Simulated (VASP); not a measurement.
# Rh (Fm-3m) in VASP: further runs

The runs below take Rh through relaxation of cell and atoms, with PBE.

All numbers are computed with VASP 6.6.1; they aren't measurements. Logs are shortened: lines on timing, memory, paths and dates and some standing lists are left out, and cuts for length are marked.

## Step 1: The crystal as given

The structure is cubic, space group Fm-3m (No. 225). The conventional cell has a = 3.796 Å, b = 3.796 Å, c = 3.796 Å, α = 90.00°, β = 90.00°, γ = 90.00°. Rh (site symmetry m-3m) is surrounded by 12 Rh at 2.68 Å.

## Step 2: Relaxation of cell and atoms, PBE

Contents of INCAR:

```
PREC = Accurate ; ENCUT = 520
EDIFF = 1E-6 ; ISMEAR = 0
SIGMA = 0.1 ; LREAL = False
LASPH = True ; NELM = 120
ALGO = Normal ; ISIF = 3
LWAVE = False ; LCHARG = False
GGA = PE ; IBRION = 2
NSW = 90 ; EDIFFG = -0.01
```

Contents of KPOINTS:

```
regular mesh
0
Gamma
  20 20 20
```

Contents of POSCAR:

```
Rh
1.0
    0.0000000000      1.8978500000      1.8978500000
    1.8978500000      0.0000000000      1.8978500000
    1.8978500000      1.8978500000      0.0000000000
Rh
1
Direct
    0.0000000000      0.0000000000      0.0000000000
```

Potentials or basis: VASP PAW PBE potentials, release 64 (Rh_pv).

Launch:

```bash
$ cat potpaw_PBE.64/Rh_pv/POTCAR > POTCAR
$ mpirun -np 1 vasp_std > vasp.out
```

OUTCAR:

```text
PREC = Accurate
   ENCUT = 520
   EDIFF = 1E-6
   ISMEAR = 0
   LREAL = False
   LASPH = True
   NELM = 120
   ISIF = 3
   GGA = PE
   IBRION = 2
   NSW = 90
   EDIFFG = -0.01

 ion  position               nearest neighbor table
   1  0.000  0.000  0.000-

  LATTYP: Found a face centered cubic cell.
 ALAT       =     3.7957000000

  Lattice vectors:

 A1 = (   0.0000000000,   1.8978500000,   1.8978500000)
 A2 = (   1.8978500000,   0.0000000000,   1.8978500000)
 A3 = (   1.8978500000,   1.8978500000,   0.0000000000)

Analysis of symmetry for initial positions (statically):
=====================================================================
 Subroutine PRICEL returns:
 Original cell was already a primitive cell.

 Routine SETGRP: Setting up the symmetry group for a
 face centered cubic supercell.

 Subroutine GETGRP returns: Found 48 space group operations
 (whereof 48 operations were pure point group operations)
 out of a pool of 48 trial point group operations.

The static configuration has the point symmetry O_h .

Analysis of symmetry for dynamics (positions and initial velocities):
=====================================================================
 Subroutine PRICEL returns:
 Original cell was already a primitive cell.

 Routine SETGRP: Setting up the symmetry group for a
 face centered cubic supercell.

 Subroutine GETGRP returns: Found 48 space group operations
 (whereof 48 operations were pure point group operations)
 out of a pool of 48 trial point group operations.

The dynamic configuration has the point symmetry O_h .

 Subroutine INISYM returns: Found 48 space group operations
 (whereof 48 operations are pure point group operations),
 and found     1 'primitive' translations

----------------------------------------------------------------------------------------

                                     Primitive cell

  volume of cell :      13.6715

  direct lattice vectors                    reciprocal lattice vectors
     0.000000000  1.897850000  1.897850000    -0.263456016  0.263456016  0.263456016
     1.897850000  0.000000000  1.897850000     0.263456016 -0.263456016  0.263456016
     1.897850000  1.897850000  0.000000000     0.263456016  0.263456016 -0.263456016

  length of vectors
     2.683965209  2.683965209  2.683965209     0.456319205  0.456319205  0.456319205

  position of ions in fractional coordinates (direct lattice)
     0.000000000  0.000000000  0.000000000
[... 91 lines left out ...]
   ISMEAR =     0;   SIGMA  =   0.10  broadening in eV -4-tet -1-fermi 0-gaus
   EFERMI_NEDOS =   21; number of points for ismear=-14 and -15
   IALGO  =     38    algorithm
   IMIX   =      4    mixing-type and parameters
     AMIX     =   0.40;   BMIX     =  1.00
     AMIX_MAG =   1.60;   BMIX_MAG =  1.00
  volume/ion in A,a.u.               =      13.67        92.26
  Fermi-wavevector in a.u.,A,eV,Ry     =   1.688496  3.190795 38.790465  2.851019
  Thomas-Fermi vector in A             =   2.770792
   LORBIT       =      0    0 simple, 1 ext, 2 COOP (PROOUT), +10 PAW based schemes
   GGA     = PE    functional components
   LHFCALC =     F    Hartree Fock is set to
   AEXX    =    0.0000 exact exchange contribution
   IVDW    =     0    specifies the selected vdW correction
   LEPSILON=     F    determine dielectric tensor
   LRPA    =     F    only Hartree local field effects (RPA)
 conjugate gradient relaxation of ions
 non-spin polarized calculation
 Gauss-broadening in eV      SIGMA  =   0.10
  energy-cutoff  :      520.00
  volume of cell :       13.67
 maximum number of plane-waves:       380
   NGX =  9   NGY =  9   NGZ =  9

--------------------------------------- Ionic step        1  -------------------------------------------

 number of electron      15.0000007 magnetization

 Free energy of the ion-electron system (eV)
  ---------------------------------------------------
  ext. energy  EPLUGINS =         0.00000000
  ---------------------------------------------------
  free energy    TOTEN  =        -7.25386461 eV

  energy without entropy =       -7.24817181  energy(sigma->0) =       -7.25101821

------------------------ aborting loop because EDIFF is reached ----------------------------------------

  FORCE on cell =-STRESS in cart. coord.  units (eV):
  Direction    XX          YY          ZZ          XY          YZ          ZX
  --------------------------------------------------------------------------------------
  -------------------------------------------------------------------------------------
  Total        0.6375010      0.6375010      0.6375010      0.0000000      0.0000000     -0.0000000
  in kB       74.7094918     74.7094918     74.7094918      0.0000000      0.0000000     -0.0000000
  external PRESSURE =      74.7094918 kB  Pullay stress =       0.0000000 kB
[... 57 lines left out ...]
--------------------------------------- Ionic step        3  -------------------------------------------

 number of electron      15.0000003 magnetization

 Free energy of the ion-electron system (eV)
  ---------------------------------------------------
  ext. energy  EPLUGINS =         0.00000000
  ---------------------------------------------------
  free energy    TOTEN  =        -7.26238532 eV

  energy without entropy =       -7.25643164  energy(sigma->0) =       -7.25940848

 E-fermi :  11.5027     XC(G=0): -13.8887

 val. band max:       11.4982615198   @ k =  -0.3000   0.3000   0.1000
 cond. band min:      11.5064059937   @ k =  -0.3500   0.2000   0.0500
 fundamental gap:      0.0081444739
 Fermi energy:        11.5026939383

 k-point     1 :       0.0000    0.0000    0.0000
  band No.  band energies     occupation
      1     -34.8388      2.00000
      2     -34.8388      2.00000
      3     -34.8388      2.00000
      4       3.7052      2.00000
      5       8.5285      2.00000
      6       8.5285      2.00000
      7       8.5285      2.00000
      8      10.5427      2.00000
      9      10.5427      2.00000
     10      27.5100      0.00000
     11      32.1020      0.00000
[... 309 lines left out ...]
 k-point    24 :      -0.3500    0.0500    0.0000
  band No.  band energies     occupation
      1     -35.4039      2.00000
      2     -34.9359      2.00000
      3     -34.9134      2.00000
      4       5.7672      2.00000
      5       8.5894      2.00000
      6       8.6711      2.00000
      7       9.9584      2.00000
      8      11.3145      1.99221
      9      12.0452      0.00000
     10      22.6704      0.00000
     11      27.8629      0.00000

 [... further k-points ...]
[... 5 lines left out ...]
  --------------------------------------------------------------------------------------
  -------------------------------------------------------------------------------------
  Total       -0.0077210     -0.0077210     -0.0077210     -0.0000000      0.0000000     -0.0000000
  in kB       -0.8800237     -0.8800237     -0.8800237     -0.0000000      0.0000000     -0.0000000
  external PRESSURE =      -0.8800237 kB  Pullay stress =       0.0000000 kB
[... 16 lines left out ...]
  FREE ENERGIE OF THE ION-ELECTRON SYSTEM (eV)
  ---------------------------------------------------
  free  energy   TOTEN  =        -7.2623853169 eV

  energy  without entropy=       -7.2564316382  energy(sigma->0) =       -7.25940848

 reached required accuracy - stopping structural energy minimisation
```

Wall time 26 s (1 thread of Intel Xeon 6975P-C (Granite Rapids), shared host); peak memory 0.16 GiB.

Results:

```yaml
Free_energy: -7.2624 eV
Relaxed_volume: 14.06 Å³/atom
Relaxed_cell: a = 2.709 Å, b = 2.709 Å, c = 2.709 Å, α = 60.00°, β = 60.00°, γ = 60.00°
Space_group_after_relaxing_to_0.05_Å: Fm-3m (No. 225)
Energy_gained_by_relaxing: 8.5 meV/atom
Ionic_steps: 3
Pressure_after_relaxing: -0.1 GPa
Band_gap_on_the_k_mesh: none (metal or under the smearing width)
```

The path:
```csv
step,energy change (eV),largest force (eV/Å),pressure (GPa),volume (Å³)
1,0.0000,0.0000,7.47,13.67
2,0.0341,0.0000,-13.81,14.97
3,-0.0085,0.0000,-0.09,14.06
```

Final structure:
```yaml
crystal:
  lattice:
    - [0.00000, 1.91552, 1.91552]
    - [1.91552, 0.00000, 1.91552]
    - [1.91552, 1.91552, 0.00000]
  atoms:
    - { symbol: Rh, position: [0.00000, 0.00000, 0.00000] }
```

PBE usually gives volumes a little too large and moduli too small. Zero-point motion and thermal expansion aren't in these numbers.

## Step 3: Relaxation of cell and atoms, PBE

This run uses another cell than the first one, of 14.06 Å³/atom, 1.028 times its volume.

Contents of INCAR:

```
PREC = Accurate ; ENCUT = 520
EDIFF = 1E-7 ; ISMEAR = 0
SIGMA = 0.1 ; LREAL = False
LASPH = True ; NELM = 120
ALGO = Normal ; ISIF = 3
LWAVE = False ; LCHARG = False
GGA = PE ; IBRION = 2
NSW = 60 ; EDIFFG = -0.005
POTIM = 0.3
```

KPOINTS is that of step 2.

Contents of POSCAR:

```
Rh                                      
1.0
    0.0000000000      1.9155205358      1.9155205358
    1.9155205358     -0.0000000000      1.9155205358
    1.9155205358      1.9155205358     -0.0000000000
  Rh            
     1
Direct
     0.0000000000000000    0.0000000000000000    0.0000000000000000
```

Potentials or basis: VASP PAW PBE potentials, release 64 (Rh_pv).

Launch:

```bash
$ cat potpaw_PBE.64/Rh_pv/POTCAR > POTCAR
$ mpirun -np 1 vasp_std > vasp.out
```

Wall time 23 s (1 thread of Intel Xeon 6975P-C (Granite Rapids), shared host); peak memory 0.16 GiB.

It converged, with:

| Property | Result |
| --- | --- |
| Free energy | -7.2626 eV |
| Relaxed volume | 14.05 Å³/atom |
| Relaxed cell | a = 2.708 Å, b = 2.708 Å, c = 2.708 Å, α = 60.00°, β = 60.00°, γ = 60.00° |
| Space group after relaxing (to 0.05 Å) | Fm-3m (No. 225) |
| Energy gained by relaxing | 0.0 meV/atom |
| Ionic steps | 3 |
| Pressure after relaxing | 0.0 GPa |
| Band gap on the k mesh | none (metal or under the smearing width) |

Final structure:
```yaml
crystal:
  lattice:
    - [0.00000, 1.91502, 1.91502]
    - [1.91502, 0.00000, 1.91502]
    - [1.91502, 1.91502, 0.00000]
  atoms:
    - { symbol: Rh, position: [0.00000, 0.00000, 0.00000] }
```

Levels at points of the mesh, in eV from the Fermi level:
```tsv
k point	band 5	band 6	band 7	band 8	band 9	band 10
(0.00, 0.00, 0.00)	-2.98	-2.98	-2.98	-0.96	-0.96	16.01
(0.50, 0.00, 0.00)	-3.05	-3.05	0.55	0.55	0.76	8.42
(0.50, 0.50, 0.00)	-5.76	0.52	0.95	0.95	3.24	12.00
```
